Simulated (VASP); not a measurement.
Input of a VASP 6.6.1 run:

File INCAR:

```
SYSTEM = AlCo
  ALGO = Normal
  EDIFF = 1E-7
  EDIFFG = -0.01
  ENCUT = 300
  GGA = PE
  IBRION = 2
  ISIF = 2
  ISMEAR = 1
  LASPH = .True.
  LCHARG = .False.
  LREAL = .False.
  LWAVE = .False.
  NELM = 80
  NSW = 40
  PREC = Accurate
  SIGMA = 0.1
```

The input KPOINTS:

```
k-points
0
Gamma
  7 7 7
  0 0 0
```

File POSCAR:

```
AlCo                                    
1.0
    2.8693316469      0.0000000000     -0.0000000000
    0.0000000000      2.8693316469     -0.0000000000
    0.0000000000      0.0000000000      2.8693316469
  Al              Co            
     1     1
Direct
     0.0000000000000000    0.0000000000000000    0.0000000000000000
     0.5000000000000000    0.5000000000000000    0.5000000000000000
```

Potentials or basis: VASP PAW PBE potentials, release 64 (Al, Co).

Launch:

```console
$ cat potpaw_PBE.64/Al/POTCAR potpaw_PBE.64/Co/POTCAR > POTCAR
$ mpirun -np 1 vasp_std > vasp.out
```

Problem. What does it give for the band gap on the k mesh?

Solution. None (metal or under the smearing width).

Final structure:
```
CELL_PARAMETERS angstrom
2.86933 0.00000 0.00000
0.00000 2.86933 0.00000
0.00000 0.00000 2.86933
ATOMIC_POSITIONS crystal
Al 0.00000 0.00000 0.00000
Co 0.50000 0.50000 0.50000
```

Caveat: the relaxation stopped at its first step, so nothing moved. Spin polarisation is off, so any magnetic state and its effect on volume and gap are missing.
